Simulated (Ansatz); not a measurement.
# MoP (P-6m2) in Ansatz: notebook

The runs below take MoP through band structure, with LDA, PBE.

Program: Ansatz 0.2.0. These are calculated values, not measurements. Logs are shortened: lines on timing, memory, paths and dates and some standing lists are left out, and cuts for length are marked.

**1. The crystal as given**

Symmetry: P-6m2, No. 187, hexagonal system. The conventional cell has a = 3.223 Å, b = 3.223 Å, c = 3.191 Å, α = 90.00°, β = 90.00°, γ = 120.00°. Mo (site symmetry -6m2) has 6 P at 2.45 Å as nearest neighbours. P (site symmetry -6m2) is surrounded by 6 Mo at 2.45 Å.

**2. Band structure, LDA**

The input, input.yaml:

```yaml
crystal:
  lattice:
    - [3.223, 0.0, 0.0]
    - [-1.6115, 2.7911998764, 0.0]
    - [0.0, 0.0, 3.191]
  atoms:
    - { symbol: Mo, position: [0.0, 0.0, 0.0] }
    - { symbol: P, position: [0.3333333333, 0.6666666667, 0.5] }
hamiltonian:
  xc: lda
  pseudopotentials: { kind: paw }
kpoints:
  mp_grid: { grid: [10, 10, 8] }
  band_path:
    path:
      - [[0.0, 0.0, 0.0], [0.5, 0.0, 0.0], [0.3333333333, 0.3333333333, 0.0], [0.0, 0.0, 0.0], [0.0, 0.0, 0.5], [0.5, 0.0, 0.5], [0.3333333333, 0.3333333333, 0.5], [0.0, 0.0, 0.5]]
      - [[0.5, 0.0, 0.5], [0.5, 0.0, 0.0]]
      - [[0.3333333333, 0.3333333333, 0.0], [0.3333333333, 0.3333333333, 0.5]]
    npoints: 14
scf:
  occupations: { method: fermi_dirac, width: 0.05 }
  n_extra_bands: 6
output:
  forces: true
  stress: true
  eigenvalues: true
  fatbands: true
  write_density: true
  write_potential: true
  elf: true
  volumetric_format: npy
```

Potentials or basis: Ansatz PAW.

Run with:

```
> ansatz run input.yaml --threads 2 --pin off --max-ram 5632MiB --backend cpu --events-out ev --progress --plain --runs-dir out
```

The log of the run:

```text
Warning: RAYON_NUM_THREADS=2 ignored (pool sized by the plan → 2); use --threads N
scf.n_extra_bands = 6 over 10 filled bands (N_el = 19.0): the run solves 16 bands
Engine: ansatz 0.2.0, aarch64-unknown-linux-gnu
Pseudopotentials: kind: paw
Pseudopotential: Mo, paw, valence charge 14, recommended cutoff 420 eV (normal), Mo.paw.azcp
Pseudopotential: P, paw, valence charge 5, recommended cutoff 420 eV (normal), P.paw.azcp
Functional definition: SPW92
  exchange = slater_x
  correlation = pw_c
Crystal: 2 atoms, lattice volume = 28.706 Å³
Basis set: ecut = 420 eV, 551 PW (Γ)
Bands: 16, of which v1, the nominal top of the filled ones, is band 10 counted from 1 (9 counted from 0)
Symmetry: 12 space group operations
Space group: P-6m2 (ITA 187), of the structure as read, at distance tolerance 3.1e-5 Å
k-points: 70 of 800 (time reversal used)
Non-local potential: Mo, projectors of the file, l = 0: 3, l = 1: 2, l = 2: 2, l = 3: 1
Non-local potential: P, projectors of the file, l = 0: 2, l = 1: 2, l = 2: 2
PAW form: soft (Blöchl's): semilocal exchange-correlation on the pseudo side does not see the compensation charge
PAW frozen core: Mo, regenerated for the run's functional, and the local potential with it (the file was generated under x = pbe(κ = 0.804, μ = 0.2195149727645171), c = pbe(β = 0.06672455060314922))
PAW frozen core: P, regenerated for the run's functional, and the local potential with it (the file was generated under x = pbe(κ = 0.804, μ = 0.2195149727645171), c = pbe(β = 0.06672455060314922))
PAW one-centre angular grid: Mo, 590 points (default); XC on 64 Gauss nodes
PAW one-centre angular grid: P, 110 points (default); XC on 64 Gauss nodes
Initial density: superposition of atomic densities (neutral atoms: chi_scale 0, normalization atom), corrected by the library's trained network
Initial wavefunctions: pseudopotential atomic-orbital guess
Functional: x = slater, c = lda
SCF iter   1: F=—  HF=-5570.376080 eV  |F-HF|=—  |Δ(HF+E_count)|=         —  Δρ=8.56e-3  dr2=7.26e-3  ethr=1.77e-3  ⟨swp⟩=5.9  Hψ=6611  notcnv=0
preconditioner: auto → none  [metal: Δε(μ)=0.072 eV  Ē_g=10.622 eV  σ=0.050 eV  W_gap=0.34  n_scr=8 (ndim 8)  ℏωp=23.0 eV  f_vac=0.000  D(μ)=0.48/eV (n_scr^D=0)  sad-step TF]
SCF iter   2: F=—  HF=-5570.375615 eV  |F-HF|=—  |Δ(HF+E_count)|=   4.65e-4  Δρ=4.87e-3  dr2=2.60e-3  ethr=3.82e-5  ⟨swp⟩=1.0  Hψ=1681  notcnv=0  defer=17
SCF iter   3: F=—  HF=-5570.375445 eV  |F-HF|=—  |Δ(HF+E_count)|=   1.70e-4  Δρ=3.99e-4  dr2=4.63e-5  ethr=1.37e-5  ⟨swp⟩=2.4  Hψ=1403  notcnv=0  defer=17
SCF iter   4: F=—  HF=-5570.375431 eV  |F-HF|=—  |Δ(HF+E_count)|=   1.41e-5  Δρ=1.03e-4  dr2=1.59e-6  ethr=2.43e-7  ⟨swp⟩=2.9  Hψ=1712  notcnv=0  defer=17
iter 5 did not close the SCF: its close was put off for the readings that it lacked (scf_convergence_deferred on its scf_iter line)
SCF iter   5: F=-5570.375431 eV  HF=-5570.375431 eV  |F-HF|=1.51e-8  |Δ(HF+E_count)|=   3.79e-7  Δρ=1.02e-5  dr2=2.22e-8  ethr=8.36e-9  ⟨swp⟩=2.5  Hψ=1373  notcnv=0  defer=17
SCF iter   6: F=-5570.375431 eV  HF=-5570.375431 eV  |F-HF|=7.39e-10  |Δ(HF+E_count)|=   4.64e-9  Δρ=2.02e-6  dr2=1.04e-9  ethr=1.17e-10  ⟨swp⟩=8.5  Hψ=6388  notcnv=0
SCF 1 converged in 6 iterations: F = -5570.375431 eV  dr2 = 1.04e-9
NSCF: frozen V_eff on 129 k-points
SCF converged after 6 iterations
Free energy (F): -5570.375431 eV
Harris-Foulkes:  -5570.375431 eV  (|F-HF|=7.39e-10)
Internal energy: -5570.371252 eV  (E = F + TS)
E sigma→0 (E₀):  -5570.373341 eV
Entropy (-TS):   -0.004179 eV (-2.090 meV/atom)
Fermi energy:    16.987616 eV
--- Per-component energies (eV) ---
  E_band       = -66.535626
  E_kinetic    = 517.938441
  E_local      = -1033.110366  (includes V_loc(G=0)·N_el)
  E_nonlocal   = 182.718689
  E_hartree    = 357.426583
  E_xc         = -246.214764
  E_vxc        = -292.959770  (∫ρ·V_xc dr)
  E_paw        = -3629.720266  (= ΣΔE_a)
  E_vpaw       = -155.976744  (= ΣTr[D̂ρ^β])
  E_aug_tail   = 0.000037  (compensation charges beyond the density's cutoff)
  E_ewald      = -1719.999773
  E_core_change = 0.590168  (= ΣΔE_core)
  E_smearing   = -0.004179  (= −TS)
  E_closure    = -0.000000  (closes the sum)
  Σ components = -5570.375431   (vs F -5570.375431, Δ=0.00e0)
--- Forces (eV/Å), atoms counted from 1 ---
  atom   1  Mo     0.00000000    -0.00000000     0.00000000
  atom   2  P      0.00000000    -0.00000000     0.00000000
  max |Σ_I F_I| component: 1.48e-16 eV/Å
--- Stress (GPa, compression-positive) ---
       -6.597939       0.000000       0.000000
       -0.000000      -6.597939       0.000000
        0.000000       0.000000      -8.856183
  P = ⅓ Tr σ = -7.3507 GPa (-73.507 kbar)
--- Band table (eV; the first three rows and the last of 70) ---
  k-point 0: bands = ["-44.0495", "-18.2657", "-18.0414", "-18.0414", "3.1216", "12.8004", "13.7060", "13.7060", "16.3102", "17.2784", "17.2784", "21.1165", "21.1165", "22.5157", "25.9333", "25.9454"]
  k-point 1: bands = ["-44.0465", "-18.3100", "-18.0376", "-18.0376", "3.3740", "12.4803", "13.8227", "13.8227", "16.2312", "16.7040", "16.7040", "21.4966", "21.4966", "22.7301", "25.7928", "25.7928"]
  k-point 2: bands = ["-44.0394", "-18.4156", "-18.0284", "-18.0284", "4.0736", "11.3727", "14.1127", "14.1127", "15.7916", "15.7916", "16.6665", "21.2561", "21.2561", "23.2786", "26.7783", "26.7783"]
  k-point 69: bands = ["-43.9942", "-18.4769", "-18.2713", "-18.2040", "6.1895", "10.2515", "11.3047", "13.7573", "15.5953", "18.5747", "20.2542", "20.5397", "21.4291", "22.5998", "22.6220", "26.9366"]
```

Run time: 4.5 s. Hardware: 2 threads of Arm Neoverse V1, shared host; peak memory 0.32 GiB.

What came out:

```yaml
Free_energy: -5570.3754 eV
Pressure: -7.4 GPa
Band_gap_on_the_k_mesh: none (metal or under the smearing width)
```

Stress tensor (GPa, compression positive):
```
-6.60  0.00  0.00
 0.00 -6.60  0.00
 0.00  0.00 -8.86
```

Levels at the corners of the path, in eV from the Fermi level:
| point | band 5 | band 6 | band 7 | band 8 | band 9 | band 10 | band 11 | band 12 | band 13 | band 14 |
| --- | --- | --- | --- | --- | --- | --- | --- | --- | --- | --- |
| Γ | -13.87 | -4.19 | -3.28 | -3.28 | -0.68 | 0.29 | 0.29 | 4.13 | 4.13 | 5.53 |
| M | -11.23 | -7.21 | -3.91 | -3.73 | -1.23 | -0.41 | 1.72 | 2.35 | 4.65 | 6.12 |
| K | -10.79 | -6.54 | -5.21 | -3.73 | -1.50 | -0.06 | 0.66 | 0.81 | 6.83 | 8.83 |
| Γ | -13.87 | -4.19 | -3.28 | -3.28 | -0.68 | 0.29 | 0.29 | 4.13 | 4.13 | 5.53 |
| A | -11.41 | -7.81 | -2.69 | -2.69 | -1.67 | -1.67 | 1.31 | 2.95 | 2.95 | 7.88 |
| L | -11.04 | -6.10 | -5.24 | -4.40 | -1.02 | 1.44 | 1.82 | 3.56 | 5.02 | 6.22 |
| H | -10.77 | -6.85 | -5.65 | -3.19 | -1.31 | 1.52 | 3.30 | 4.22 | 4.23 | 5.00 |
| A | -11.41 | -7.81 | -2.69 | -2.69 | -1.67 | -1.67 | 1.31 | 2.95 | 2.95 | 7.88 |
| L | -11.04 | -6.10 | -5.24 | -4.40 | -1.02 | 1.44 | 1.82 | 3.56 | 5.02 | 6.22 |
| M | -11.23 | -7.21 | -3.91 | -3.73 | -1.23 | -0.41 | 1.72 | 2.35 | 4.65 | 6.12 |
| K | -10.79 | -6.54 | -5.21 | -3.73 | -1.50 | -0.06 | 0.66 | 0.81 | 6.83 | 8.83 |
| H | -10.77 | -6.85 | -5.65 | -3.19 | -1.31 | 1.52 | 3.30 | 4.22 | 4.23 | 5.00 |

Caveat: the PAW data sets come from PBE, with cores solved anew for the run's functional, which leaves a small shift of forces and pressure.

**3. Band structure, PBE**

input.yaml: that of step 2 with these lines changed.

```diff
@@ -9,3 +9,3 @@
 hamiltonian:
-  xc: lda
+  xc: pbe
   pseudopotentials: { kind: paw }
@@ -26,3 +26,3 @@
   eigenvalues: true
-  fatbands: true
+  fatbands: false
   write_density: true
```

Potentials or basis: Ansatz PAW.

Run with:

```
> ansatz run input.yaml --threads 2 --pin off --max-ram 5632MiB --backend cpu --events-out ev --progress --plain --runs-dir out
```

It took 3.6 s on 2 threads of Arm Neoverse V1, shared host; peak memory 0.32 GiB.

Results (log left out):

```yaml
Free_energy: -5713.0743 eV
Pressure: 2.6 GPa
Band_gap_on_the_k_mesh: none (metal or under the smearing width)
```

Stress tensor (GPa, compression positive):
```
2.77 0.00 0.00
0.00 2.77 0.00
0.00 0.00 2.14
```

Levels at the corners of the path, in eV from the Fermi level:
| point | band 5 | band 6 | band 7 | band 8 | band 9 | band 10 | band 11 | band 12 | band 13 | band 14 |
| --- | --- | --- | --- | --- | --- | --- | --- | --- | --- | --- |
| Γ | -13.92 | -4.16 | -3.29 | -3.29 | -0.70 | 0.28 | 0.28 | 4.14 | 4.14 | 5.57 |
| M | -11.28 | -7.24 | -3.93 | -3.72 | -1.26 | -0.41 | 1.73 | 2.38 | 4.65 | 6.12 |
| K | -10.85 | -6.55 | -5.24 | -3.74 | -1.51 | -0.06 | 0.69 | 0.81 | 6.84 | 8.81 |
| Γ | -13.92 | -4.16 | -3.29 | -3.29 | -0.70 | 0.28 | 0.28 | 4.14 | 4.14 | 5.57 |
| A | -11.47 | -7.82 | -2.71 | -2.71 | -1.66 | -1.66 | 1.34 | 2.95 | 2.95 | 7.90 |
| L | -11.08 | -6.12 | -5.28 | -4.42 | -1.03 | 1.45 | 1.86 | 3.56 | 5.07 | 6.19 |
| H | -10.82 | -6.87 | -5.68 | -3.23 | -1.30 | 1.56 | 3.31 | 4.23 | 4.28 | 4.98 |
| A | -11.47 | -7.82 | -2.71 | -2.71 | -1.66 | -1.66 | 1.34 | 2.95 | 2.95 | 7.90 |
| L | -11.08 | -6.12 | -5.28 | -4.42 | -1.03 | 1.45 | 1.86 | 3.56 | 5.07 | 6.19 |
| M | -11.28 | -7.24 | -3.93 | -3.72 | -1.26 | -0.41 | 1.73 | 2.38 | 4.65 | 6.12 |
| K | -10.85 | -6.55 | -5.24 | -3.74 | -1.51 | -0.06 | 0.69 | 0.81 | 6.84 | 8.81 |
| H | -10.82 | -6.87 | -5.68 | -3.23 | -1.30 | 1.56 | 3.31 | 4.23 | 4.28 | 4.98 |
